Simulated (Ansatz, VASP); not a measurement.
**One calculation of AgCl, two programs**

```
Ag Cl
1.0
     0.00000    2.67731    2.67731
     2.67731    0.00000    2.67731
     2.67731    2.67731    0.00000
Ag Cl
1 1
Direct
  0.50000 0.50000 0.50000
  0.00000 0.00000 0.00000
```

Alike in both runs: functional LDA; k mesh 10 × 10 × 10; occupations gaussian, width 0.02 eV; no spin polarisation.

Ansatz relaxed the structure, and its values are those at the end. VASP's run is a single point on that final structure, the one shown.

```csv
,VASP,Ansatz
version,VASP 6.6.1,Ansatz 0.2.0
potentials or method,"VASP PAW LDA potentials, release 64 (Ag, Cl)","scalar-relativistic, plane waves, PAW"
plane-wave cutoff (eV),520,420
valence electrons in the cell,18,26
```

|  | VASP | Ansatz | Ansatz less VASP |
| --- | --- | --- | --- |
| gap on the k mesh at the Fermi level (eV) | 0.66 | 0.63 | -0.028 |
| least direct gap on the mesh (eV) | 3.30 | 3.27 | -0.028 |
| pressure (GPa) | 0.0 | 0.0 | -0.03 |

The two sets of potentials don't hold the same shells in valence.

A k mesh can miss the band edges.
